Can electrons sit on the outermost atoms of a surface and still leave it almost dark to a tunnelling tip? In a single layer of platinum ditelluride this happens at the top of the filled states. Those states sit mostly on tellurium, the element nearest the tip, yet they give by far the dimmest image of the series. The reason lies in how an electron wave leaves a crystal: what counts is the part of it that survives in the vacuum.

Tersoff-Hamann STM of a free-standing PtTe2 monolayer, computed with Ansatz 0.2.0 using scalar-relativistic PBE+D3(BJ), plane-wave PAW, a 420 eV cutoff, a 24 × 24 × 1 k mesh, 0.05 eV Gaussian smearing and no spin polarization. Bias is measured from mid-gap. The tip height is 4 Å above the topmost nucleus; corrugation is at constant density, set to the mean at that height.

| bias (V) | log10 mean density (log10 of e/angstrom^3) | bright over dark | corrugation (Å) | brightest over | apparent barrier at 4 angstrom (eV) |
| --- | --- | --- | --- | --- | --- |
| -2.350 | -4.366 | 2.056 | 0.299 | Te | 5.641 |
| -1.550 | -4.447 | 1.752 | 0.239 | Te | 5.215 |
| -0.950 | -4.654 | 1.673 | 0.223 | Te | 4.976 |
| -0.600 | -6.453 | 1.330 | 0.133 | Te | 4.629 |
| 0.600 | -4.716 | 1.335 | 0.139 | Te | 4.490 |
| 0.950 | -4.366 | 1.331 | 0.135 | Te | 4.437 |
| 1.550 | -4.104 | 1.704 | 0.242 | Te | 4.517 |
| 2.150 | -4.095 | 1.691 | 0.240 | Te | 4.504 |

Each row adds up all states between zero bias and the stated bias, filled ones at negative bias and empty ones at positive bias. The tip is taken to sense the electron density at its own position. The mean density measures how bright the image is, bright over dark its contrast at fixed height, and the corrugation the up-and-down path of the tip over the surface. The apparent barrier expresses in electronvolts how fast the mean density dies away with height.

Since densities add, subtracting the next smaller window leaves the slice of states that a row newly brings in. The output after the text does this for all eight rows. The slices can be compared with a simple picture of a wave in vacuum. For a density that decays as $e^{-\lambda z}$ with height $z$,

$$B=\frac{\hbar^2}{2m}\left(\frac{\lambda}{2}\right)^2\approx (E_\mathrm{vac}-E)+\frac{\hbar^2q^2}{2m}.$$

Here $B$ is the apparent barrier, $m$ the electron mass, $E_\mathrm{vac}-E$ the depth of the state below the vacuum level, and $q$ the wave number of its motion along the surface. Energy spent on sideways motion is not available for getting out, so a state with large $q$ fades faster than its depth alone would demand.

**From −2.35 to −0.95 V: many deep states, little light.** The slice between −1.55 and −2.35 V holds 53% of all filled states in the widest window but supplies only 17% of its density at the tip. It has the smallest tellurium share of all slices. Its barrier of 7.9 eV also exceeds the depth of even its lowest states, which points to strong sideways motion. The filled states between −0.6 and −1.55 V therefore dominate the image even when the window reaches far down.

The deep slice still leaves a mark, because states with strong sideways motion can give a strong ripple, as explained below for the empty states. With it, the corrugation at 4 Å rises from 0.24 to 0.30 Å, the largest value in the table. One ångström further out about half of the corrugation is gone, much as in the next two rows. It would be wrong to read the larger ripple as a rougher surface, since the atoms are the same in every row.

**At −0.6 V: the dark edge.** On the way from −0.95 to −0.6 V the mean density falls by a factor of 63, while the number of states falls only by a factor of 4.3. The states left in this window have the highest tellurium share of the series, 83%, so they are in the right place to be seen. Nor do they fade unusually fast, for their barrier is the lowest on the filled side. The loss is in fact much the same at 3, 4 and 5 Å, so it must already have happened closer to the surface.

Symmetry offers an explanation. The valence edge of such a layer is known to consist largely of tellurium p orbitals lying in the plane, near the centre of the Brillouin zone, called $\Gamma$, where neighbouring cells oscillate in step. The slowest wave that can leave the surface there is the plane average of the crystal wave. For a pair of in-plane p orbitals on a site with threefold symmetry, positive and negative lobes cancel exactly in that average. What remains varies from place to place within a cell, has a large $q$, and dies out quickly.

Slightly away from $\Gamma$ the cancellation is incomplete, and a small part of the slow wave returns. This part is weak from the start but reaches far, which is just the combination seen at −0.6 V: a very dim image with an ordinary barrier. The calculated pattern agrees with in-plane orbitals in one more respect. At 3 Å the brightest point lies about 0.75 Å to the side of the top tellurium atom instead of over it.

This row is also the one to trust least in its numbers. Spin-orbit coupling, which the calculation leaves out, splits the in-plane p pair at $\Gamma$ and would change the make-up of this narrow window more than that of the wide ones. The factor of 63 is thus a result for the scalar-relativistic layer. PBE also tends to underestimate gaps, and with zero bias set at mid-gap, a wider gap would leave fewer states in both windows next to it. An instrument held at one current would, moreover, bring the tip much closer at this bias, and at 3 Å the corrugation is already 0.40 Å instead of 0.13 Å.

**At +0.6 V: the bright edge.** On the other side of the gap the picture reverses. Per state, the image is 17 times brighter than at −0.6 V, although the tellurium share is lower. The lowest empty states of this layer are known to lie away from $\Gamma$, between it and the zone-edge point M. There the threefold symmetry no longer forces the slow wave to cancel, so it can leave the surface with appreciable strength.

The barrier allows a check. The states in this window lie 3.74 to 4.00 eV below the vacuum level, but the apparent barrier is 4.49 eV. The excess of 0.49 to 0.75 eV should be the energy of sideways motion. With $\hbar^2/2m\approx3.8$ eV Å$^2$, this gives

$$q=\sqrt{\frac{0.49\ \text{to}\ 0.75}{3.8}}\approx0.36\ \text{to}\ 0.44\ \text{Å}^{-1}.$$

Half of the way from $\Gamma$ to M is 0.46 Å$^{-1}$, so the estimate agrees with states that lie well away from the zone centre. It is somewhat low, because at 4 Å the potential has not yet risen to its vacuum value. The −0.6 V row betrays this flaw: its barrier is 0.04 eV smaller than the depth of its highest state, which the formula does not allow for any $q$. Further out, the density at +0.6 V decays slightly faster, and the same steps then give a $q$ of 0.43 to 0.50 Å$^{-1}$, a range that includes the halfway point.

The contrast at the two edges looks the same, with bright over dark at 1.33 and 1.34, but the patterns differ. At −0.6 V the top tellurium is bright and the lower tellurium dark. At +0.6 V the brightest point lies over the lower tellurium, ahead of the top one by only 0.02 Å, and platinum is dark. Because the lower atom sits 2.8 Å further down, such a bright spot records how wave tails overlap above it and is no map of atomic height.

**From +0.95 to +2.15 V: sharper, then unchanged.** Between +0.95 and +1.55 V the corrugation jumps from 0.13 to 0.24 Å, and the site of the lower tellurium becomes the darkest. The newly added states lie closer to the vacuum level, yet their barrier is 1.2 to 1.8 eV above their depth. They seem to spend the gain in energy on faster sideways motion. This helps to explain why the apparent barrier stays within 0.08 eV over all empty-state rows.

Sideways motion of this size places the states towards the edge of the Brillouin zone, which also accounts for the sharper image. A ripple arises when two waves with different sideways motion interfere. Near the zone centre one of them fades much faster than the other and takes the ripple with it; near the zone edge both fade at a similar rate. Accordingly, 65% of the corrugation at +1.55 V survives from 4 to 5 Å, against 46% at +0.95 V.

The last step, to +2.15 V, brings 15% of the states in the window but only 2% of the density, so the image hardly changes. These states have the lowest barrier of all slices and are still dim. As at the valence edge, their light is lost near the surface and not on the way to the tip. The cancellation at $\Gamma$ may be at work again, although a barrier 1.1 to 1.7 eV above their depth seems to point away from the zone centre. That barrier is an average over unlike states: the density of this slice falls by a factor of 9.3 from 3 to 4 Å, but only by 6.7 from 4 to 5 Å. Fast waves die out and leave a weak, slower one behind. Whether that one comes from near $\Gamma$ is not shown by the table.

For reading such images, brightness is therefore a poor count of states, and a dark energy range may still hold electrons that sit mostly on the outermost atoms. What remains open is why the filled states become 19 times brighter per state just below −0.6 V. The in-plane orbitals may have moved far enough from $\Gamma$ to escape the cancellation, or a band of p orbitals pointing out of the surface may have set in. Images resolved by band and wave vector, with spin-orbit coupling included, would tell the two apart.

The analysis program printed:

```
States added by each window:
    row  electrons per cell  Te share %  1e-6 e/A^3 per electron at 4 A  barrier eV  vacuum minus inner edge eV  vacuum minus outer edge eV
  -2.35               2.545       61.35                           2.889       7.948                       5.887                       6.687
  -1.55               1.253       68.95                           10.82        5.62                       5.287                       5.887
  -0.95              0.7708       78.21                           28.32       4.981                       4.937                       5.287
   -0.6              0.2361       82.83                           1.491       4.629                       4.668                       4.937
    0.6                0.75       68.22                           25.63        4.49                       4.003                       3.737
   0.95              0.8264       67.69                           28.88       4.395                       3.737                       3.387
   1.55               1.823       66.84                           19.55       4.614                       3.387                       2.787
   2.15              0.6007       73.63                           2.579       3.863                       2.787                       2.187
Height over each site less the mean at 4 A:
    row  top Te A    Pt A  lower Te A  corrugation at 5 A over that at 4 A
  -2.35     0.157  -0.142      -0.066                               0.4859
  -1.55      0.13   -0.11      -0.053                                 0.47
  -0.95     0.127  -0.096      -0.061                               0.4574
   -0.6     0.064  -0.045      -0.069                               0.3901
    0.6     0.029  -0.093       0.046                               0.5248
   0.95      0.06  -0.075       0.001                                0.462
   1.55     0.129  -0.046      -0.114                               0.6486
   2.15     0.127  -0.047      -0.113                               0.6437
Mean density at -0.95 V over that at -0.6 V at 3 A (ratio): 61.48
Mean density at -0.95 V over that at -0.6 V at 4 A (ratio): 63.02
Mean density at -0.95 V over that at -0.6 V at 5 A (ratio): 56.08
States at -0.95 V over those at -0.6 V (ratio): 4.265
Density per state added from -0.6 to -0.95 V over that of the -0.6 V window (ratio): 19
Density per state at +0.6 V over that at -0.6 V (ratio): 17.19
Barrier at +0.6 V less depth of the lowest empty level below vacuum (eV): 0.4867
Barrier at +0.6 V less depth of the +0.6 V edge below vacuum (eV): 0.7526
In-plane wave number from the smaller excess (1/A): 0.3574
In-plane wave number from the larger excess (1/A): 0.4445
Half of the distance from Gamma to M (1/A): 0.4564
Share of the +2.15 V density added beyond +1.55 V (%): 1.929
Share of the +2.15 V states added beyond +1.55 V (%): 15.02
Share of the -2.35 V density added beyond -1.55 V (%): 17.06
Share of the -2.35 V states added beyond -1.55 V (%): 52.96
Rise of the barrier from -0.6 to -2.35 V (eV): 1.012
Spread of the barrier over the empty-state rows (eV): 0.08
```
